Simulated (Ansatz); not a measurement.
Born–Oppenheimer molecular dynamics of a periodic cell of 16 atoms, MgO (host MgO, host structure Fm-3m). It goes on from the last frame of an earlier run, with new velocities.

Method: DFT PBE, scalar-relativistic, plane waves, PAW in Ansatz 0.2.0. Settings: accuracy low, cutoff 420 eV, k mesh 2x2x2, fermi-dirac smearing 0.05 eV, no spin polarisation.

```json
{
 "ensemble": "NVT, Langevin thermostat",
 "time step": "1 fs",
 "steps asked": "340",
 "set temperature": "650 K",
 "friction": "0.05 /fs",
 "seed": "799558"
}
```

First frame:

```xyz
16
Lattice="0.0000 4.2408 4.2408 4.2408 0.0000 4.2408 4.2408 4.2408 0.0000" Properties=species:S:1:pos:R:3
Mg -0.118 -0.057 0.076
O 2.024 2.020 2.206
Mg 1.876 2.008 0.157
O 4.167 4.277 2.166
Mg 2.100 -0.011 2.157
O 4.073 2.033 4.411
Mg 4.217 2.258 2.208
O 6.107 4.271 4.404
Mg -0.155 2.100 2.188
O 2.007 4.183 4.229
Mg 1.930 4.282 2.149
O 3.985 6.475 4.317
Mg 1.992 2.146 4.229
O 4.125 4.188 6.420
Mg 4.083 4.214 4.267
O 6.198 6.423 6.463
```

Q: What does the run give?

A: All steps were run.

```
steps done                                               : 340
time covered                                             : 340 fs
mean temperature over the second half                    : 650 K
spread of the potential energy over the second half      : 15.6 meV per atom
mean potential energy of the second half above the start : 23.0 meV per atom
```

A run of 0.34 ps of so small a system gives no equilibrium averages. Limits of this set-up: coarse k mesh, low accuracy level.

Q: What happens to the structure?

A: Mean squared displacements from the first frame to the last, about the centre of mass: Mg 0.03 Å², O 0.03 Å². Another seed would give other details.

Q: How do temperature and energy run in time?

A: 
| time (fs) | T (K) | potential energy less start (eV) |
| --- | --- | --- |
| 0.0 | 609 | 0.000 |
| 11.0 | 597 | 0.136 |
| 22.0 | 555 | 0.198 |
| 33.0 | 865 | 0.178 |
| 44.0 | 591 | 0.751 |
| 55.0 | 683 | 0.501 |
| 66.0 | 662 | 0.303 |
| 77.0 | 639 | 0.547 |
| 88.0 | 483 | 0.648 |
| 99.0 | 612 | 0.608 |
| 110.0 | 566 | 1.029 |
| 121.0 | 669 | 0.972 |
| 132.0 | 595 | 0.838 |
| 143.0 | 772 | 0.764 |
| 154.0 | 917 | 0.386 |
| 165.0 | 721 | 0.482 |
| 176.0 | 694 | 0.443 |
| 187.0 | 519 | 0.193 |
| 198.0 | 494 | 0.010 |
| 209.0 | 725 | -0.075 |
| 220.0 | 536 | 0.205 |
| 231.0 | 476 | 0.512 |
| 242.0 | 708 | 0.682 |
| 253.0 | 869 | 0.699 |
| 264.0 | 709 | 0.653 |
| 275.0 | 879 | 0.760 |
| 286.0 | 620 | 0.368 |
| 297.0 | 442 | 0.197 |
| 308.0 | 600 | 0.332 |
| 319.0 | 485 | 0.381 |
| 330.0 | 949 | 0.154 |

Time of the run: 16 min on 1 thread of Intel(R) Xeon(R) Platinum 8559C (Emerald Rapids), with other jobs on the host, peak memory 0.62 GiB.
